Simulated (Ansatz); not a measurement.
# Structure types of Os at a series of pressures

All-electron LAPW in Ansatz 0.2.0 under PBE, scalar-relativistic, energies extrapolated to zero smearing, no spin–orbit coupling; spin polarisation is left out. At each pressure a set of structure types was relaxed with symmetry kept. The table gives H = E + pV above the lowest type of that row in meV/atom (up to 5 of noise); a dash means not tried or turned into another type. Real phases may be missing from the set. k spacings are near 0.17 to 0.21 Å⁻¹, smearing 0.05 to 0.1 eV.

Problem. Among hcp, bcc, fcc, sc, diamond, omega, which leads at 40, 160, 330, 630, 1200, 2400 GPa?

Solution. hcp at 40 GPa; hcp at 160 GPa; hcp at 330 GPa; hcp at 630 GPa; hcp at 1200 GPa; hcp at 2400 GPa.

| p (GPa) | V of the lowest (Å³/atom) | hcp | bcc | fcc | sc | diamond | omega |
| --- | --- | --- | --- | --- | --- | --- | --- |
| 40 | 13.14 | 0 | 983 | 147 | – | 2840 | 440 |
| 160 | 11.30 | 0 | 1172 | 159 | – | 6157 | 606 |
| 330 | 9.94 | 0 | 1313 | 167 | 4031 | – | 766 |
| 630 | 8.61 | 0 | 1438 | 193 | 5232 | – | – |
| 1200 | 7.27 | 0 | 1541 | 159 | – | 20699 | – |
| 2400 | 5.92 | 0 | 1609 | 142 | 9248 | – | – |
